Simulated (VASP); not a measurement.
Crystal: ZrSe2.

```
Zr Se
1.0
     3.79800    0.00000    0.00000
    -1.89900    3.28916    0.00000
     0.00000    0.00000    6.19200
Zr Se
1 2
Direct
  0.00000 0.00000 0.00000
  0.33333 0.66667 0.25000
  0.66667 0.33333 0.75000
```

| Quantity | Value |
| --- | --- |
| Program | VASP 6.6.1 |
| Task | relaxation of cell and atoms |
| Functional | PBE |
| Dispersion | D3(BJ) |
| Potentials or basis | VASP PAW PBE potentials, release 64 (Zr_sv, Se) |
| Cutoff | 600 eV |
| k mesh | 9 × 9 × 5 |
| Occupations | gaussian, width 0.03 eV |
| Spin | no spin polarisation |

At the start: pressure -0.4 GPa; volume 25.78 Å³/atom.

Problem. How do energy, volume and symmetry change on relaxing?

Solution. Over 15 steps the energy falls by 11.2 meV/atom and the volume is 24.35 Å³/atom (-5.6 %); space group P-3m1 (No. 164, to 0.05 Å).

Step by step:
| step | energy change (eV) | largest force (eV/Å) | pressure (GPa) | volume (Å³) |
| --- | --- | --- | --- | --- |
| 1 | 0.0000 | 0.3158 | -0.45 | 77.35 |
| 2 | -0.0147 | 0.2208 | -0.25 | 76.54 |
| 3 | -0.0201 | 0.1203 | -0.05 | 75.74 |
| 4 | -0.0234 | 0.0781 | -0.26 | 75.51 |
| 5 | -0.0293 | 0.0461 | -0.82 | 74.83 |
| 6 | -0.0299 | 0.1058 | -1.05 | 74.51 |
| 7 | -0.0311 | 0.0914 | -0.91 | 74.25 |
| 8 | -0.0332 | 0.0493 | -0.45 | 73.48 |
| 9 | -0.0312 | 0.0363 | 0.54 | 71.94 |
| 10 | -0.0335 | 0.0243 | -0.19 | 73.08 |
| 11 | -0.0335 | 0.0227 | -0.19 | 73.05 |
| 12 | -0.0334 | 0.0115 | -0.05 | 72.85 |
| 13 | -0.0335 | 0.0212 | -0.15 | 73.02 |
| 14 | -0.0335 | 0.0160 | -0.12 | 73.02 |
| 15 | -0.0337 | 0.0013 | -0.02 | 73.04 |

Final structure:
```
Zr Se
1.0
     3.74035    0.00000    0.00000
    -1.87018    3.23924    0.00000
     0.00000    0.00000    6.02807
Zr Se
1 2
Direct
  0.00000 0.00000 0.00000
  0.33333 0.66667 0.26500
  0.66667 0.33333 0.73500
```
